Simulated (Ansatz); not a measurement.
## Straining WS₂

Computed with Ansatz, DFT PBEsol, scalar-relativistic, plane waves, PAW. Run with 420 eV cutoff, 12×12×1 k-mesh, Gaussian smearing of 0.02 eV, no spin polarisation.

Reference structure (relaxed):

```xyz
9
Lattice="3.1459 0.0000 0.0000 -1.5730 2.7245 0.0000 0.0000 0.0000 28.3508" Properties=species:S:1:pos:R:3 pbc="T T T"
W     1.5730    0.9082   18.7034
W     0.0000    1.8163   25.0519
W     0.0000    1.8163   12.3560
S     1.5730    0.9082   26.6185
S     1.5730    0.9082   13.9238
S     0.0000    1.8163   20.2710
S     1.5730    0.9082   23.4842
S     1.5730    0.9082   10.7894
S     0.0000    1.8163   17.1357
```

Deformation: biaxial strain in the a-b plane, with the length and tilt of c and the atoms relaxed, all within the symmetry that the strain leaves. Energies are extrapolated to zero smearing. Stress is positive in compression, on the Cartesian axes of the cell above. Gaps are Kohn–Sham gaps over the whole zone.

Spin-orbit coupling is left out, which matters for the bands and energies of heavy elements.

Strains computed: -3.0, -1.5, +1.5, +3.0 %.

(1) At which strain does the energy stand 7.7 meV/atom over the relaxed crystal with σxx = 3.11, σyy = 3.11, σzz = -0.01 GPa?

Results:

(1) -1.5 %. The gap there is 1.40 eV against 1.32 unstrained.

This form isn't the usual stable structure of the compound.

Cost: 5 runs of about 6.1 core-minutes in all, on Arm Neoverse V2 (shared hosts).